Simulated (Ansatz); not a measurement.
# V (P-1) in Ansatz: convergence with k mesh

Aim: find how far k mesh must go before the results for V settle, at r2SCAN. This setting moves, with any that are tied to it; all else stays.

Everything below comes from runs of Ansatz 0.2.0. Logs are shortened: lines on timing, memory, paths and dates and some standing lists are left out, and cuts for length are marked.

## Step 1: The cell of the first run

The typed cell holds 1 atom: a = 2.665 Å, b = 2.595 Å, c = 2.604 Å, α = 109.37°, β = 110.91°, γ = 107.92°.

The cell isn't the ideal one: cell strained at random at fixed volume.

## Step 2: With k mesh 4 × 4 × 4

Input file input.yaml:

```yaml
crystal:
  lattice:
    - [-1.516989, 1.520133, 1.577555]
    - [1.498735, -1.478069, 1.517236]
    - [1.506582, 1.467662, -1.535491]
  atoms:
    - { symbol: V, position: [0.010268, 0.004555, -0.001191], spin: 2.0 }
hamiltonian:
  xc: r2scan
  pseudopotentials: { kind: paw }
magnetization:
  spin_polarized: true
kpoints:
  mp_grid: { grid: [4, 4, 4] }
scf:
  occupations: { method: gaussian, width: 0.05 }
output:
  forces: true
  stress: true
  eigenvalues: true
```

Potentials or basis: Ansatz PAW.

Launch:

```sh
ansatz run input.yaml --threads 2 --pin off --max-ram 5632MiB --backend cpu --events-out ev --progress --plain --runs-dir out
```

Output:

```text
Warning: RAYON_NUM_THREADS=2 ignored (pool sized by the plan → 2); use --threads N
Engine: ansatz 0.2.0, aarch64-unknown-linux-gnu
Pseudopotentials: kind: paw
Pseudopotential: V, paw, valence charge 13, recommended cutoff 500 eV (meta_gga), V.paw.azcp
Functional definition: r2SCAN
  parameter k0 = 0.174
  parameter k1 = 0.065
  parameter a1 = 4.9479
  exchange = r2scan_x(k0 = k0, k1 = k1, a1 = a1)
  correlation = r2scan_c
Crystal: 1 atoms, lattice volume = 13.891 Å³
Basis set: ecut = 500 eV, 351 PW (Γ), exchange–correlation on 80×80×80 points (64 copies of the dense FFT grid, shifted against one another)
Bands: 12, of which v1, the nominal top of the filled ones, is band 7 counted from 1 (6 counted from 0)
Symmetry: 2 space group operations
Space group: P-1 (ITA 2), of the structure as read, at distance tolerance 2.4e-5 Å
Magnetic group: BNS 2.4 (UNI 4), of the structure as read, at distance tolerance 2.4e-5 Å
k-points: 36 of 64
Non-local potential: V, projectors of the file, l = 0: 3, l = 1: 2, l = 2: 3, l = 3: 1
PAW form: soft (Blöchl's): semilocal exchange-correlation on the pseudo side does not see the compensation charge
PAW frozen core: V, regenerated for the run's functional (the file was generated under x = pbe(κ = 0.804, μ = 0.2195149727645171), c = pbe(β = 0.06672455060314922))
PAW one-centre angular grid: V, 590 points (default); XC on 160 Gauss nodes
Initial density: superposition of atomic densities (chi_scale 0.1, normalization cell)
Starting moments: Σ|m| = 2 μB on 1 of 1 site
Initial wavefunctions: pseudopotential atomic-orbital guess
[... 21 lines left out ...]
SCF iter  18: F=—  HF=-2917.149902 eV  |F-HF|=—  |Δ(HF+E_count)|=  2.50e-10  Δρ=9.92e-7 (↑9.92e-7 ↓6.74e-7)  dr2=1.02e-10  dr2_τ=1.89e-12  dr2_m=2.51e-11  M=0.032 μB ∫|m|=0.033 μB  β_m=1.00  ethr=1.39e-12  ⟨swp⟩=5.0  Hψ=3551  notcnv=0  κ⁻¹=6.7e-7(r=8)
SCF iter  19: F=—  HF=-2917.149902 eV  |F-HF|=—  |Δ(HF+E_count)|=  5.83e-10  Δρ=6.35e-7 (↑6.35e-7 ↓6.27e-7)  dr2=3.34e-11  dr2_τ=1.59e-12  dr2_m=2.59e-11  M=0.032 μB ∫|m|=0.033 μB  β_m=1.00  ethr=1.00e-12  ⟨swp⟩=2.0  Hψ=1616  notcnv=0  κ⁻¹=3.1e-6(r=8)
SCF iter  20: F=-2917.149902 eV  HF=-2917.149902 eV  |F-HF|=8.82e-11  |Δ(HF+E_count)|=  2.28e-10  Δρ=3.05e-7 (↑2.85e-7 ↓3.05e-7)  dr2=1.23e-11  dr2_τ=3.31e-13  dr2_m=3.01e-12  M=0.032 μB ∫|m|=0.033 μB  ethr=1.00e-12  ⟨swp⟩=2.0  Hψ=1616  notcnv=0
SCF 1 converged in 20 iterations: F = -2917.149902 eV  dr2 = 1.23e-11
this state was not tested for a lower state beside it, because the mixer in use, unlike msr1, does not test its closes by its own steps (another_mixer; see scf.mixing.algorithm and scf.lower_state_search)
SCF converged after 20 iterations
Magnetization: 0.0321 μB (6.5160 up, 6.4840 down)
Absolute magnetization: 0.0334 μB (∫|ρ↑−ρ↓|, with the PAW one-centre terms)
Spin contamination: 0.0001 ħ² per cell (⟨S²⟩ above its minimum at these occupations)
Per-site moments (μB) at R_I (Å): [(0.025843854563446306, 1.070348053600345)]
Free energy (F): -2917.149902 eV
Harris-Foulkes:  -2917.149902 eV  (|F-HF|=8.82e-11)
Internal energy: -2917.148507 eV  (E = F + TS)
E sigma→0 (E₀):  -2917.149204 eV
Entropy (-TS):   -0.001395 eV (-1.395 meV/atom)
Fermi energy:    15.922319 eV
--- Per-component energies (eV) ---
  E_band       = -167.912570
  E_kinetic    = 335.312240
  E_local      = -912.535627  (includes V_loc(G=0)·N_el)
  E_nonlocal   = -45.983000
  E_hartree    = 415.515245
  E_xc         = -126.393092
  E_vxc        = -183.994197  (∫ρ·V_xc dr)
  E_paw        = -1120.917322  (= ΣΔE_a)
  E_vpaw       = -204.067675  (= ΣTr[D̂ρ^β])
  E_aug_tail   = 0.000174  (compensation charges beyond the density's cutoff)
  E_vtau       = 12.324942  (kinetic-family band-sum trace: ∫τ·v_τ [+ j·A + Jᵃ·Aᵃ] dr)
  E_ewald      = -1461.881344
  E_core_change = -0.265781  (= ΣΔE_core)
  E_smearing   = -0.001395  (= −TS)
  E_closure    = 0.000000  (closes the sum)
  Σ components = -2917.149902   (vs F -2917.149902, Δ=0.00e0)
--- Forces (eV/Å), atoms counted from 1 ---
  atom   1  V      0.00000000     0.00000000     0.00000000
  max |Σ_I F_I| component: 0.00e0 eV/Å
--- Stress (GPa, compression-positive) ---
       -7.673119      -0.163738       1.214269
       -0.163736      -7.884940      -1.384920
        1.214269      -1.384919     -13.729515
  P = ⅓ Tr σ = -9.7625 GPa (-97.625 kbar)
--- Band table (eV; the first three rows and the last of 72) ---
  k-point 0 ↑: bands = ["-50.5127", "-22.7163", "-22.6882", "-22.6729", "8.8813", "16.1400", "16.2373", "16.6160", "18.2686", "18.5865", "36.3832", "37.1052"]
  k-point 1 ↑: bands = ["-50.4194", "-23.1252", "-22.8330", "-22.7102", "11.1560", "15.3639", "15.9994", "17.8378", "18.2285", "18.4756", "32.5406", "34.7352"]
  k-point 2 ↑: bands = ["-50.3248", "-23.5429", "-22.9724", "-22.7216", "12.6416", "14.5770", "17.5215", "18.5668", "18.8324", "19.9973", "26.3503", "31.7736"]
  k-point 35 ↓: bands = ["-50.1755", "-23.2943", "-23.2344", "-23.1858", "12.8863", "12.9501", "19.4851", "19.6595", "19.7334", "25.5422", "26.5484", "26.7732"]
```

Wall time 3.8 s (2 threads of Arm Neoverse V2, shared host); peak memory 0.3 GiB.

Results:

* Free energy: -2917.1499 eV
* Pressure: -9.8 GPa
* Band gap on the k mesh: none (metal or under the smearing width)
* Net moment: 0.03 μB per cell
* Absolute moment: 0.03 μB per cell
* Site moments: V +0.03 μB

## Step 3: With k mesh 5 × 5 × 5

Changes to input.yaml since step 2:

```diff
@@ -13,3 +13,3 @@
 kpoints:
-  mp_grid: { grid: [4, 4, 4] }
+  mp_grid: { grid: [5, 5, 5] }
 scf:
```

Potentials or basis: Ansatz PAW.

Launch:

```sh
ansatz run input.yaml --threads 2 --pin off --max-ram 5632MiB --backend cpu --events-out ev --progress --plain --runs-dir out
```

Wall time 4 s (2 threads of Arm Neoverse V2, shared host); peak memory 0.32 GiB.

What came out:

| Quantity | Value |
| --- | --- |
| Free energy | -2917.0380 eV |
| Pressure | -6.5 GPa |
| Band gap on the k mesh | none (metal or under the smearing width) |
| Net moment | 0.59 μB per cell |
| Absolute moment | 0.60 μB per cell |
| Site moments | V +0.50 μB |

## Step 4: With k mesh 6 × 6 × 6

Changes to input.yaml since step 3:

```diff
@@ -13,3 +13,3 @@
 kpoints:
-  mp_grid: { grid: [5, 5, 5] }
+  mp_grid: { grid: [6, 6, 6] }
 scf:
```

Launch:

```sh
ansatz run input.yaml --threads 2 --pin off --max-ram 5632MiB --backend cpu --events-out ev --progress --plain --runs-dir out
```

Wall time 5.4 s (2 threads of Arm Neoverse V2, shared host); peak memory 0.34 GiB.

What came out:

```
Free energy            : -2917.0482 eV
Pressure               : -5.0 GPa
Band gap on the k mesh : none (metal or under the smearing width)
Net moment             : 0.76 μB per cell
Absolute moment        : 0.76 μB per cell
Site moments           : V +0.61 μB
```

## Step 5: With k mesh 7 × 7 × 7

Changes to input.yaml since step 4:

```diff
@@ -13,3 +13,3 @@
 kpoints:
-  mp_grid: { grid: [6, 6, 6] }
+  mp_grid: { grid: [7, 7, 7] }
 scf:
```

Launch:

```sh
ansatz run input.yaml --threads 2 --pin off --max-ram 5632MiB --backend cpu --events-out ev --progress --plain --runs-dir out
```

Wall time 11 s (2 threads of Arm Neoverse V2, shared host); peak memory 0.37 GiB.

Results:

* Free energy: -2917.0513 eV
* Pressure: -8.3 GPa
* Band gap on the k mesh: none (metal or under the smearing width)
* Net moment: 0.00 μB per cell
* Absolute moment: 0.00 μB per cell

## Step 6: With k mesh 9 × 9 × 9

Changes to input.yaml since step 5:

```diff
@@ -13,3 +13,3 @@
 kpoints:
-  mp_grid: { grid: [7, 7, 7] }
+  mp_grid: { grid: [9, 9, 9] }
 scf:
```

Potentials or basis: Ansatz PAW.

Launch:

```sh
ansatz run input.yaml --threads 2 --pin off --max-ram 5632MiB --backend cpu --events-out ev --progress --plain --runs-dir out
```

It took 15 s on 2 threads of Arm Neoverse V2, shared host; peak memory 0.45 GiB.

Results (log left out):

```yaml
Free_energy: -2917.0458 eV
Pressure: -8.0 GPa
Band_gap_on_the_k_mesh: none (metal or under the smearing width)
Net_moment: 0.13 μB per cell
Absolute_moment: 0.13 μB per cell
Site_moments: V +0.10 μB
```

## Step 7: With k mesh 11 × 11 × 11

Changes to input.yaml since step 6:

```diff
@@ -13,3 +13,3 @@
 kpoints:
-  mp_grid: { grid: [9, 9, 9] }
+  mp_grid: { grid: [11, 11, 11] }
 scf:
```

Launch:

```sh
ansatz run input.yaml --threads 2 --pin off --max-ram 5632MiB --backend cpu --events-out ev --progress --plain --runs-dir out
```

It took 21 s on 2 threads of Arm Neoverse V2, shared host; peak memory 0.56 GiB.

The run converged. Its results:

| Item | Value |
| --- | --- |
| Free energy | -2917.0473 eV |
| Pressure | -7.0 GPa |
| Band gap on the k mesh | none (metal or under the smearing width) |
| Net moment | 0.49 μB per cell |
| Absolute moment | 0.49 μB per cell |
| Site moments | V +0.40 μB |

## Step 8: With k mesh 14 × 14 × 14

Changes to input.yaml since step 7:

```diff
@@ -13,3 +13,3 @@
 kpoints:
-  mp_grid: { grid: [11, 11, 11] }
+  mp_grid: { grid: [14, 14, 14] }
 scf:
```

Launch:

```sh
ansatz run input.yaml --threads 2 --pin off --max-ram 5632MiB --backend cpu --events-out ev --progress --plain --runs-dir out
```

Wall time 63 s (2 threads of Arm Neoverse V2, shared host); peak memory 0.82 GiB.

It converged, with:

```yaml
Free_energy: -2917.0484 eV
Pressure: -8.3 GPa
Band_gap_on_the_k_mesh: none (metal or under the smearing width)
Net_moment: 0.00 μB per cell
Absolute_moment: 0.00 μB per cell
```

## Step 9: With k mesh 17 × 17 × 17

Changes to input.yaml since step 8:

```diff
@@ -13,3 +13,3 @@
 kpoints:
-  mp_grid: { grid: [14, 14, 14] }
+  mp_grid: { grid: [17, 17, 17] }
 scf:
```

Potentials or basis: Ansatz PAW.

Launch:

```sh
ansatz run input.yaml --threads 2 --pin off --max-ram 5632MiB --backend cpu --events-out ev --progress --plain --runs-dir out
```

Run time: 84 s. Hardware: 2 threads of Arm Neoverse V2, shared host; peak memory 1.2 GiB.

Results (log left out):

| Item | Value |
| --- | --- |
| Free energy | -2917.0464 eV |
| Pressure | -7.4 GPa |
| Band gap on the k mesh | none (metal or under the smearing width) |
| Net moment | 0.41 μB per cell |
| Absolute moment | 0.41 μB per cell |
| Site moments | V +0.34 μB |

## Step 10: With k mesh 20 × 20 × 20

Changes to input.yaml since step 9:

```diff
@@ -13,3 +13,3 @@
 kpoints:
-  mp_grid: { grid: [17, 17, 17] }
+  mp_grid: { grid: [20, 20, 20] }
 scf:
```

Launch:

```sh
ansatz run input.yaml --threads 2 --pin off --max-ram 5632MiB --backend cpu --events-out ev --progress --plain --runs-dir out
```

Wall time 2.5 min (2 threads of Arm Neoverse V2, shared host); peak memory 1.8 GiB.

The run converged. Its results:

```
Free energy            : -2917.0455 eV
Pressure               : -7.6 GPa
Band gap on the k mesh : none (metal or under the smearing width)
Net moment             : 0.35 μB per cell
Absolute moment        : 0.35 μB per cell
Site moments           : V +0.28 μB
```

## Step 11: Summary

| k mesh | energy less the tightest run, at zero smearing (meV/atom) | pressure (GPa) | absolute moment (μB) | SCF cycles | CPU time (s) | peak memory (GiB) |
| --- | --- | --- | --- | --- | --- | --- |
| 4 × 4 × 4 | -104.74 | -9.76 | 0.03 | 20 | 7.2 | 0.3 |
| 5 × 5 × 5 | 6.87 | -6.52 | 0.60 | 16 | 7.5 | 0.32 |
| 6 × 6 × 6 | -3.33 | -4.98 | 0.76 | 14 | 10 | 0.34 |
| 7 × 7 × 7 | -6.16 | -8.31 | 0.00 | 24 | 21 | 0.37 |
| 9 × 9 × 9 | -0.34 | -8.03 | 0.13 | 21 | 28 | 0.45 |
| 11 × 11 × 11 | -1.90 | -7.04 | 0.49 | 16 | 41 | 0.56 |
| 14 × 14 × 14 | -3.06 | -8.34 | 0.00 | 29 | 120 | 0.82 |
| 17 × 17 × 17 | -0.94 | -7.38 | 0.41 | 19 | 160 | 1.2 |
| 20 × 20 × 20 | 0.00 | -7.56 | 0.35 | 21 | 290 | 1.8 |

Against the tightest run, the energy stays within 1 meV/atom from 17 × 17 × 17 on. Not settled before the last step: the pressure (to 0.1 GPa), the absolute moment (to 0.02 μB). Meshes of other sizes hit other points, so gaps and Fermi surfaces needn't settle smoothly. The tightest run that finished is the yardstick and may itself not be fully converged.

Caveats: the magnetic or orbital state may not be the lowest; the PAW data sets come from PBE, with cores solved anew for the run's functional, which leaves a small shift of forces and pressure.
